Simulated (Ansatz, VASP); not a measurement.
## SrO in VASP and in Ansatz

```
Sr O
1.0
     2.54864    2.54864    0.00000
    -2.54864    2.54864    0.00000
     0.00000    2.54864    2.56766
Sr O
1 1
Direct
  0.50000 0.50000 0.00000
  0.00000 0.00000 0.00000
```

Change from the starting cell: in-plane strain -0.005, out-of-plane length and atoms relaxed by PAW.

Alike in both runs: functional PBEsol; k mesh 8 × 8 × 8; no spin polarisation.

Ansatz relaxed the structure, and its values are those at the end. VASP's run is a single point on that final structure, the one shown.

```csv
,VASP,Ansatz
version,VASP 6.6.1,Ansatz 0.2.0
potentials or method,"VASP PAW PBE potentials, release 64 (Sr_sv, O)","PAW with Ansatz's default frozen-core files, scalar-relativistic"
plane-wave cutoff (eV),520,420
occupations,"gaussian, width 0.01 eV",fixed
valence electrons in the cell,16,16
```

Ansatz gave:

- pressure (GPa): 0.7

Problem. What did VASP give for the same quantities?

Solution. Pressure (GPa): 1.4.

Caveats: the PAW data sets were made with another functional, which shifts forces and pressure a little (VASP). A k mesh can miss the band edges.
